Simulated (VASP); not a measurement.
A run of VASP 6.6.1:

Contents of INCAR:

```
PREC = Accurate
ENCUT = 600
EDIFF = 1E-6
ISMEAR = 1
SIGMA = 0.1
LREAL = False
LASPH = True
NELM = 120
ALGO = Normal
ISIF = 3
LWAVE = False
LCHARG = False
GGA = PE
IBRION = 2
NSW = 80
EDIFFG = -0.005
KPAR = 2
```

Contents of KPOINTS:

```
regular mesh
0
Gamma
  18 18 18
```

The input POSCAR:

```
Al                                      
1.0
    0.0000000000      2.0207798128      2.0207798128
    2.0207798128     -0.0000000000      2.0207798128
    2.0207798128      2.0207798128     -0.0000000000
  Al            
     1
Direct
     1.0000000000000000    0.0000000000000000    0.0000000000000000
```

Potentials or basis: VASP PAW PBE potentials, release 64 (Al).

Launch:

```console
$ cat potpaw_PBE.64/Al/POTCAR > POTCAR
$ mpirun -np 2 vasp_std > vasp.out
```

Hardware: 2 MPI ranks on Intel(R) Xeon(R) Platinum 8175M CPU @ 2.50GHz (Skylake/Cascade Lake) (shared host).

Task: Estimate the wall time of this run.

Result: Wall time 10 s on 2 MPI ranks on Intel(R) Xeon(R) Platinum 8175M CPU @ 2.50GHz (Skylake/Cascade Lake), on a shared host, peak memory 0.13 GiB a rank. Counts: scf iterations 10, k points 195, ion steps 1.
